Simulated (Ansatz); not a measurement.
## WSe₂ (P-6m2), frozen normal mode

Theory: DFT PBEsol, scalar-relativistic, plane waves, PAW in Ansatz. Cutoff 420 eV, Γ-centred 12×12×2 k-points, Gaussian smearing of 0.05 eV. Spin–orbit coupling is left out, which matters for the heavy elements here. No spin polarisation. Energies are free energies at this smearing, counted from the undisturbed cell; pressure is positive in compression.

The undisturbed cell (as given, not relaxed at this level; it stands at -1.1 GPa; this form isn't the usual structure):

```yaml
crystal:
  lattice:
    - [3.31794, 0.00000, 0.00000]
    - [-1.65897, 2.87342, 0.00000]
    - [0.00000, 0.00000, 16.65814]
  atoms:
    - { symbol: W, position: [0.00000, 0.00000, 0.00000] }
    - { symbol: Se, position: [0.33333, 0.66667, 0.09979] }
    - { symbol: Se, position: [0.33333, 0.66667, 0.90021] }
```

The cell holds layers and no dispersion correction was added, so their binding is poorly described.

A zone-centre mode of this cell is frozen in: each atom moves by x times its row below, so x is the largest displacement.
```
atom ux uy uz
  W1   0.000   0.000  0.000
 Se2  -0.707  -0.707  0.000
 Se3   0.707   0.707  0.000
```

| x (Å) | ΔE (meV/cell) | force along the mode (eV/Å) | pressure (GPa) | gap on the mesh (eV) |
| --- | --- | --- | --- | --- |
| -0.3000 | 751.9 | 4.97 | 0.7 | 1.37 |
| -0.1500 | 189.1 | 2.52 | -0.7 | 1.48 |
| 0.0000 | 0.0 | 0.00 | -1.1 | 1.52 |
| 0.0375 | 11.8 | -0.63 | -1.1 | 1.52 |
| 0.0750 | 47.3 | -1.26 | -1.0 | 1.51 |
| 0.1125 | 106.4 | -1.89 | -0.8 | 1.50 |
| 0.1875 | 295.1 | -3.14 | -0.4 | 1.46 |
| 0.2250 | 424.5 | -3.76 | -0.1 | 1.44 |
| 0.2625 | 576.8 | -4.37 | 0.2 | 1.41 |

By symmetry 0.3000 repeats -0.3000, -0.2250 repeats 0.2250, 0.1500 repeats -0.1500, -0.0750 repeats 0.0750 in energy, with the opposite slope along the path.